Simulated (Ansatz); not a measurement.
## Elastic constants of Rh at 22 GPa (stress–strain coefficients): input and output

These are results of DFT PBEsol, scalar-relativistic, plane waves, PAW in Ansatz, not measurements.

Launched with:
```bash
ansatz run input.yaml --threads 1 --pin off --max-ram 3072MiB --backend cpu --events-out ev --progress --plain --runs-dir out
```

Input (bare energies are in eV):
```yaml
crystal:
  lattice:
    - [2.6320426097, 0.0, 0.0]
    - [-1.3160213048, 2.2794157638, 0.0]
    - [0.0, 0.0, 4.2492335412]
  atoms:
    - { symbol: Rh, position: [0.6666666667, 0.3333333333, 0.75] }
    - { symbol: Rh, position: [0.3333333333, 0.6666666667, 0.25] }
basis:
  ecutwfc: 420
kpoints:
  mp_grid: { grid: [18, 18, 10] }
hamiltonian:
  xc: pbesol
scf:
  occupations: { method: fermi_dirac, width: 0.15 }
output:
  forces: true
  stress: true
  eigenvalues: true
elastic:
  mode: relaxed_ion
  amplitude: 0.005
```

From the output:
```
--- Elastic constants: 3 strain directions × 4 members + reference (group order 24) ---
  dense FFT box of the reference and of every strained cell: 18×18×30
  strains applied: 11, 33, 23; error gains: componentwise 1.00 (the most a stress slope's error grows in a printed constant), spectral 1.41 (1 for all six strains in a standard setting)
  C = ∂σ_k/∂η_j (tension-positive GPa; Voigt order 11 22 33 23 13 12):
       635.592    264.213    274.332      0.000     -0.000     -0.000
       264.213    635.592    274.332     -0.000      0.000     -0.000
       274.327    274.327    656.325      0.000     -0.000      0.000
         0.000     -0.000      0.000    105.046      0.000     -0.000
        -0.000      0.000     -0.000      0.000    105.046      0.000
        -0.000      0.000      0.000      0.000      0.000    185.689
  reference stress σ⁰ (GPa):    -22.008    -22.008    -22.013      0.000      0.000     -0.000
  C* (energy form; C + prestress term) asymmetry max|C*_kj − C*_jk| = 9.855e-3 GPa — a small one proves nothing (zero by symmetry where the batch's group is 432, −43m or m−3m); a large one is finite-difference/SCF noise where every solve ...
  moduli (Voigt/Reuss/Hill, GPa): K = 394.81/394.62/394.71   G = 153.47/142.07/147.77   E = 394.12   ν = 0.334
  mechanically stable: yes (min eigenvalue of sym C = 105.05 GPa)
  harmonic check of the ions' relaxations: strain 23: 1 pair too noisy to judge
  the stresses are not corrected for the forces that the relaxations left standing (`elastic.f_tol`)
  strain η (Voigt 11):  stress-route row diagonal C_11 = 635.59 GPa, energy-path curvature d²(F+E_count+ΔE)/dδ²/Ω₀ = 635.63 GPa
    cells at ±δ against ±2δ: C11 635.76 and 636.25 GPa, apart by 0.08 % of the column's largest entry
         δ    σ_11 (GPa) F (eV) n_scf n_hpsi n_pw
    -1.000e-2     -28.6973      -12677.3789111      11  218703    525   relax 3 steps, max|allowed force component| 3.55e-6 eV/Å
    -5.000e-3     -25.2683      -12677.4003647      11  218648    525   relax 3 steps, max|allowed force component| 2.62e-7 eV/Å
     5.000e-3     -18.9107      -12677.4354325      11  218670    529   relax 3 steps, max|allowed force component| 2.33e-8 eV/Å
     1.000e-2     -15.9723      -12677.4492923       9  194585    529   relax 2 steps, max|allowed force component| 2.96e-5 eV/Å
  strain η (Voigt 33):  stress-route row diagonal C_33 = 656.33 GPa, energy-path curvature d²(F+E_count+ΔE)/dδ²/Ω₀ = 656.34 GPa
    cells at ±δ against ±2δ: C33 656.45 and 656.84 GPa, apart by 0.06 % of the column's largest entry
         δ    σ_33 (GPa) F (eV) n_scf n_hpsi n_pw
    -1.000e-2     -28.8449      -12677.3787769       7   88247    513   relax 0 steps, max|allowed force component| 3.47e-17 eV/Å
    -5.000e-3     -25.3614      -12677.4003274       4   69658    525   relax 0 steps, max|allowed force component| 3.47e-17 eV/Å
     5.000e-3     -18.7969      -12677.4353911       4   68851    525   relax 0 steps, max|allowed force component| 3.93e-17 eV/Å
     1.000e-2     -15.7081      -12677.4491082       6   72146    537   relax 0 steps, max|allowed force component| 4.39e-17 eV/Å
  strain η (Voigt 23):  stress-route row diagonal C_44 = 105.05 GPa, energy-path curvature d²(F+E_count+ΔE)/dδ²/Ω₀ = 116.03 GPa
    cells at ±δ against ±2δ: C44 105.02 and 104.96 GPa, apart by 0.06 % of the column's largest entry
         δ    σ_23 (GPa) F (eV) n_scf n_hpsi n_pw
    -1.000e-2      -1.0496      -12677.4182388      11  346928    529   relax 3 steps, max|allowed force component| 5.64e-6 eV/Å
    -5.000e-3      -0.5251      -12677.4189318      11  346865    525   relax 2 steps, max|allowed force component| 2.46e-5 eV/Å
     5.000e-3       0.5251      -12677.4189318      11  346898    525   relax 2 steps, max|allowed force component| 2.22e-5 eV/Å
     1.000e-2       1.0496      -12677.4182388      11  346915    529   relax 3 steps, max|allowed force component| 5.64e-6 eV/Å
```

The run took 3.5 min on 1 thread of AMD EPYC 9R45 96-Core Processor (Zen 5), on a shared host, peak memory 0.74 GiB.

In a metal, frequencies and elastic constants depend on the k mesh and the smearing, soft modes and shear constants most. Other phases may be more stable at this pressure.

This form isn't the element's structure at ambient conditions.